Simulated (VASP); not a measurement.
# AlN (P6_3mc) in VASP: Born charges and dielectric tensor with PBE

Aim: the Born charges and dielectric tensor of AlN with PBE.

Everything below comes from runs of VASP 6.6.1. Logs are shortened: lines on timing, memory, paths and dates and some standing lists are left out, and cuts for length are marked.

**What was measured.**

“Self-assembly of well-separated AlN nanowires directly on sputtered metallic TiN films”, 2019, arxiv:1910.07391 quotes, for a bulk crystal of AlN at 10 K: band gap 6.034 eV (an exciton energy, a little under the gap).

How close the calculation comes is told below.

## Step 1: The crystal as given

The structure is hexagonal, space group P6_3mc (No. 186). Conventional cell: a = 3.128 Å, b = 3.128 Å, c = 5.019 Å, α = 90.00°, β = 90.00°, γ = 120.00°. Around Al (site symmetry 3m) lie 4 N at 1.90 to 1.91 Å. N (site symmetry 3m) has 4 Al at 1.90 to 1.91 Å as nearest neighbours.

## Step 2: Born charges and dielectric tensor, PBE

Input file INCAR:

```
SYSTEM = AlN
PREC     = Accurate       ! precision mode
ENCUT    = 520            ! plane-wave cutoff, eV
EDIFF    = 1E-8           ! SCF threshold, eV
ISMEAR   = 0              ! smearing method
SIGMA    = 0.02           ! smearing width, eV
LREAL    = .False.        ! projectors in reciprocal space
LASPH    = .True.         ! aspherical terms in the spheres
NELM     = 60             ! most SCF steps
ALGO     = Normal         ! electronic algorithm
ISIF     = 2              ! what is computed and relaxed
LWAVE    = .False.        ! write WAVECAR
LCHARG   = .False.        ! write CHGCAR
GGA      = PE             ! functional
LEPSILON = .True.         ! dielectric tensor by DFPT
IBRION   = 8              ! ionic algorithm
NSW      = 1              ! ionic steps
KPAR     = 4
```

Input file KPOINTS:

```
regular mesh
0
Gamma
  12 12 6
  0 0 0
```

Input file POSCAR:

```
AlN                                     
1.0
    3.1279258058      0.0000000000      0.0000000000
   -1.5639629029      2.7088632070      0.0000000000
    0.0000000000      0.0000000000      5.0185268569
  Al              N             
     2     2
Direct
     0.3333333300000021    0.6666666699999979    0.9993366296782611
     0.6666666699999979    0.3333333300000021    0.4993366296782611
     0.3333333300000021    0.6666666699999979    0.3806633703217415
     0.6666666699999979    0.3333333300000021    0.8806633703217415
```

Potentials or basis: VASP PAW PBE potentials, release 64 (Al, N).

Run with:

```sh
> cat potpaw_PBE.64/Al/POTCAR potpaw_PBE.64/N/POTCAR > POTCAR
> mpirun -np 4 vasp_std > vasp.out
```

OUTCAR:

```text
SYSTEM = AlN
   PREC = Accurate
   ENCUT = 520
   EDIFF = 1E-8
   ISMEAR = 0
   LREAL = .False.
   LASPH = .True.
   NELM = 60
   ISIF = 2
   GGA = PE
   LEPSILON = .True.
   IBRION = 8
   NSW = 1

 ion  position               nearest neighbor table
   1  0.333  0.667  0.999-   4 1.90   4 1.90   4 1.90   3 1.91   2 3.09   2 3.09   2 3.09   2 3.09
                             2 3.09   2 3.09
   2  0.667  0.333  0.499-   3 1.90   3 1.90   3 1.90   4 1.91   1 3.09   1 3.09   1 3.09   1 3.09
                             1 3.09   1 3.09
   3  0.333  0.667  0.381-   2 1.90   2 1.90   2 1.90   1 1.91
   4  0.667  0.333  0.881-   1 1.90   1 1.90   1 1.90   2 1.91

  LATTYP: Found a hexagonal cell.
 ALAT       =     3.1279258058
 C/A-ratio  =     1.6044264374

  Lattice vectors:

 A1 = (   3.1279258058,   0.0000000000,   0.0000000000)
 A2 = (  -1.5639629029,   2.7088632070,   0.0000000000)
 A3 = (   0.0000000000,   0.0000000000,   5.0185268569)

Analysis of symmetry for initial positions (statically):
=====================================================================
 Subroutine PRICEL returns:
 Original cell was already a primitive cell.

 Routine SETGRP: Setting up the symmetry group for a
 hexagonal supercell.

 Subroutine GETGRP returns: Found 12 space group operations
 (whereof  6 operations were pure point group operations)
 out of a pool of 24 trial point group operations.

The static configuration has the point symmetry C_3v.
 The point group associated with its full space group is C_6v.

Analysis of symmetry for dynamics (positions and initial velocities):
=====================================================================
 Subroutine PRICEL returns:
 Original cell was already a primitive cell.

 Routine SETGRP: Setting up the symmetry group for a
 hexagonal supercell.

 Subroutine GETGRP returns: Found 12 space group operations
 (whereof  6 operations were pure point group operations)
 out of a pool of 24 trial point group operations.

The dynamic configuration has the point symmetry C_3v.
 The point group associated with its full space group is C_6v.

 Subroutine INISYM returns: Found 12 space group operations
 (whereof  6 operations are pure point group operations),
 and found     1 'primitive' translations

----------------------------------------------------------------------------------------

                                     Primitive cell

  volume of cell :      42.5226

  direct lattice vectors                    reciprocal lattice vectors
     3.127925806  0.000000000  0.000000000     0.319700678  0.184579272  0.000000000
    -1.563962903  2.708863207  0.000000000     0.000000000  0.369158545  0.000000000
     0.000000000  0.000000000  5.018526857     0.000000000  0.000000000  0.199261662

  length of vectors
     3.127925806  3.127925804  5.018526857     0.369158545  0.369158545  0.199261662

  position of ions in fractional coordinates (direct lattice)
     0.333333330  0.666666670  0.999336630
     0.666666670  0.333333330  0.499336630
     0.333333330  0.666666670  0.380663370
[... 558 lines left out ...]
     0.00000  0.27007 -0.00000
     0.00000  0.00000 -0.42408

[... ionic steps 4 to 9 ...]

--------------------------------------- Ionic step       10  -------------------------------------------

------------------------ aborting loop because EDIFF is reached ----------------------------------------

[... ionic steps 11 to 11 ...]

--------------------------------------- Ionic step       12  -------------------------------------------

 Free energy of the ion-electron system (eV)
  ---------------------------------------------------
  ---------------------------------------------------
  free energy    TOTEN  =        -0.25358491 eV

  energy without entropy =       -0.25358491

------------------------ aborting loop because EDIFF is reached ----------------------------------------

 INTERNAL STRAIN TENSOR  FOR ION    3  DIRECTION 3   (eV/Angst):
 -----------------------------------------------------------------------------
     5.07334 -0.00000  0.00000
    -0.00000  5.07334  0.00000
    -0.00000  0.00000-11.16967

 MACROSCOPIC STATIC DIELECTRIC TENSOR (including local field effects in DFT)
 ------------------------------------------------------
           4.468287    -0.000000     0.000000
           0.000000     4.468287     0.000000
          -0.000000     0.000000     4.691434
 ------------------------------------------------------

 PIEZOELECTRIC TENSOR (including local field effects)  for field in x, y, z        (e  Angst)
          XX          YY          ZZ          XY          YZ          ZX
  --------------------------------------------------------------------------------
  x    -0.00000    -0.00000     0.00000     0.00000     0.00000     0.90385
  y    -0.00000     0.00000     0.00000     0.00000     0.90385     0.00000
  z     0.71679     0.71679    -1.12553     0.00000     0.00000     0.00000

 PIEZOELECTRIC TENSOR (including local field effects)  for field in x, y, z        (C/m^2)
          XX          YY          ZZ          XY          YZ          ZX
  --------------------------------------------------------------------------------
  x    -0.00000    -0.00000     0.00000     0.00000     0.00000     0.34056
  y    -0.00000     0.00000     0.00000     0.00000     0.34056     0.00000
  z     0.27007     0.27007    -0.42408     0.00000     0.00000     0.00000

 BORN EFFECTIVE CHARGES (including local field effects) (in |e|, cummulative output)
 ---------------------------------------------------------------------------------
 ion    1
    1     2.51582     0.00000     0.00000
    2     0.00000     2.51582     0.00000
    3     0.00000     0.00000     2.67521
 ion    2
    1     2.51582     0.00000     0.00000
    2     0.00000     2.51582     0.00000
    3     0.00000     0.00000     2.67521
 ion    3
    1    -2.51582     0.00000     0.00000
    2     0.00000    -2.51582     0.00000
    3     0.00000     0.00000    -2.67521
 ion    4
    1    -2.51582     0.00000     0.00000
    2     0.00000    -2.51582     0.00000
    3     0.00000     0.00000    -2.67521

 INTERNAL STRAIN TENSOR FOR ION    4 for displacements in x,y,z  (eV/Angst):
          X           Y           Z          XY          YZ          ZX
  --------------------------------------------------------------------------------
  x    -0.00000     0.00000     0.00000     9.81866     0.00000     4.86492
  y     9.81866    -9.81866     0.00000     0.00000     4.92077     0.00000
  z     5.07334     5.07334   -11.16967    -0.00000     0.00000     0.00000

 SECOND DERIVATIVES (NOT SYMMETRIZED)
 ------------------------------------
               1X          1Y          1Z          2X          2Y          2Z          3X          3Y          3Z          4X          4Y          4Z
  1X   -14.966154    0.000000   -0.000000    0.642828    0.000000   -0.000000    1.485550    0.000000   -0.000000   12.837777    0.000000   -0.000000
  1Y     0.000000  -14.966154    0.000000   -0.000000    0.642828    0.000000    0.000000    1.485550    0.000000    0.000000   12.837777    0.000000
  1Z    -0.000000    0.000000  -20.306485    0.000000    0.000000    8.254134    0.000000    0.000000    5.956388    0.000000    0.000000    6.095962
  2X     0.642828    0.000000    0.000000  -14.966154   -0.000000    0.000000   12.837777    0.000000    0.000000    1.485550    0.000000    0.000000
  2Y    -0.000000    0.642828    0.000000    0.000000  -14.966154   -0.000000    0.000000   12.837777   -0.000000   -0.000000    1.485550   -0.000000
  2Z     0.000000    0.000000    8.254134    0.000000    0.000000  -20.306485    0.000000   -0.000000    6.095962    0.000000    0.000000    5.956388
  3X     1.485582    0.000000    0.000000   12.838675    0.000000   -0.000000  -15.023115    0.000000   -0.000000    0.698858    0.000000   -0.000000
  3Y     0.000000    1.485582    0.000000   -0.000000   12.838674    0.000000    0.000000  -15.023115    0.000000    0.000000    0.698858    0.000000
  3Z     0.000000   -0.000000    5.928085    0.000000    0.000000    6.118003    0.000000    0.000000  -18.928069   -0.000000    0.000000    6.881982
  4X    12.838675    0.000000    0.000000    1.485582    0.000000    0.000000    0.698858    0.000000    0.000000  -15.023115    0.000000    0.000000
  4Y    -0.000000   12.838674   -0.000000    0.000000    1.485582   -0.000000   -0.000000    0.698858    0.000000    0.000000  -15.023115    0.000000
  4Z     0.000000    0.000000    6.118003    0.000000    0.000000    5.928085    0.000000    0.000000    6.881982   -0.000000    0.000000  -18.928069

 Eigenvectors and eigenvalues of the dynamical matrix
 ----------------------------------------------------

   1 f  =   21.226403 THz   133.369426 2PiTHz  708.036604 cm-1    87.785311 meV
             X         Y         Z           dx          dy          dz
     -0.000000  1.805909  5.015198    -0.000000   -0.000000   -0.007635
      1.563963  0.902954  2.505934    -0.000000   -0.000000    0.007635
     -0.000000  1.805909  1.910369     0.000000    0.000000   -0.707066
      1.563963  0.902954  4.419633     0.000000    0.000000    0.707066
[... 71 lines left out ...]
  12 f/i=    0.002203 THz     0.013843 2PiTHz    0.073490 cm-1     0.009112 meV
             X         Y         Z           dx          dy          dz
     -0.000000  1.805909  5.015198    -0.000000    0.000000    0.573692
      1.563963  0.902954  2.505934    -0.000000    0.000000    0.573692
     -0.000000  1.805909  1.910369    -0.000000    0.000000    0.413373
      1.563963  0.902954  4.419633    -0.000000    0.000000    0.413373

--------------------------------------------------------------------------------------------------------

 MACROSCOPIC STATIC DIELECTRIC TENSOR IONIC CONTRIBUTION
 ------------------------------------------------------
           3.760775    -0.000000    -0.000000
          -0.000000     3.760775     0.000000
          -0.000000     0.000000     5.055134
 ------------------------------------------------------

 ELASTIC MODULI CONTR FROM IONIC RELAXATION (kBar)
 Direction    XX          YY          ZZ          XY          YZ          ZX
 --------------------------------------------------------------------------------
 XX        -628.1049    305.4067    355.2170      0.0000     -0.0000     -0.0000
 YY         305.4067   -628.1049    355.2169     -0.0000      0.0000      0.0000
 ZZ         355.2170    355.2169   -782.0254     -0.0000      0.0000     -0.0000
 XY           0.0000     -0.0000     -0.0000   -466.7558      0.0000     -0.0000
 YZ          -0.0000      0.0000      0.0000      0.0000   -115.1848      0.0000
 ZX          -0.0000      0.0000     -0.0000     -0.0000      0.0000   -122.2060
 --------------------------------------------------------------------------------

 PIEZOELECTRIC TENSOR IONIC CONTR  for field in x, y, z        (C/m^2)
          XX          YY          ZZ          XY          YZ          ZX
  --------------------------------------------------------------------------------
  x    -0.00000     0.00000    -0.00000    -0.00000     0.00000    -0.63791
  y    -0.00000     0.00000     0.00000     0.00000    -0.61931     0.00000
  z    -0.84981    -0.84981     1.87089     0.00000    -0.00000     0.00000
```

Run time: 2.6 min. Hardware: 4 MPI ranks of Intel Xeon Platinum 8488C (Sapphire Rapids), shared host; peak memory 0.57 GiB.

Results:

| Property | Result |
| --- | --- |
| Band gap on the k mesh | 4.06 eV, direct |
| Electronic dielectric tensor (diagonal) | 4.47, 4.47, 4.69 |
| Born charges (mean of the diagonal) | Al +2.57; N -2.57 e |
| Highest phonon frequency at Γ, LO-TO splitting left out | 708 cm⁻¹ |

Levels at points of the mesh, in eV from the valence-band top:
| k point | band 4 | band 5 | band 6 | band 7 | band 8 | band 9 | band 10 | band 11 | band 12 |
| --- | --- | --- | --- | --- | --- | --- | --- | --- | --- |
| (0.00, 0.00, 0.00) | -0.84 | -0.84 | -0.19 | -0.19 | 0.00 | 4.06 | 6.53 | 10.47 | 11.05 |
| (0.50, 0.00, 0.00) | -4.12 | -3.29 | -2.05 | -1.74 | -0.68 | 5.76 | 5.77 | 8.04 | 10.16 |
| (0.00, 0.00, 0.50) | -3.30 | -0.52 | -0.52 | -0.52 | -0.52 | 6.33 | 6.33 | 10.18 | 10.18 |
| (0.50, 0.00, 0.50) | -5.52 | -1.43 | -1.43 | -1.34 | -1.34 | 5.25 | 5.25 | 9.16 | 9.16 |

Phonon frequencies in cm⁻¹ (negative: imaginary):
```tsv
q point	frequencies
(0.000, 0.000, 0.000)	0 0 0 237 237 536 596 638 638 650 650 708
```

Electronic dielectric tensor:
```
4.47 0.00 0.00
0.00 4.47 0.00
0.00 0.00 4.69
```

Born effective charge tensors (e):
atom 1, Al
```
2.52 0.00 0.00
0.00 2.52 0.00
0.00 0.00 2.68
```
atom 2, Al
```
2.52 0.00 0.00
0.00 2.52 0.00
0.00 0.00 2.68
```
atom 3, N
```
-2.52  0.00  0.00
 0.00 -2.52  0.00
 0.00  0.00 -2.68
```
atom 4, N
```
-2.52  0.00  0.00
 0.00 -2.52  0.00
 0.00  0.00 -2.68
```

## Step 3: Comparison with measurements

Step 2. A measured gap of AlN is 6.034 eV (an exciton energy, a little under the gap; 10 K; quoted in “Self-assembly of well-separated AlN nanowires directly on sputtered metallic TiN films”, 2019, arxiv:1910.07391); the calculated 4.06 eV misses it by -1.97 eV. 2 values of this kind are on record (6.034 to 6.0343 eV); this one was drawn at random. The value is that of PBE on a finite k mesh, which can miss the band edges, without temperature or zero-point motion. Semilocal functionals fall short of measured gaps as a rule.
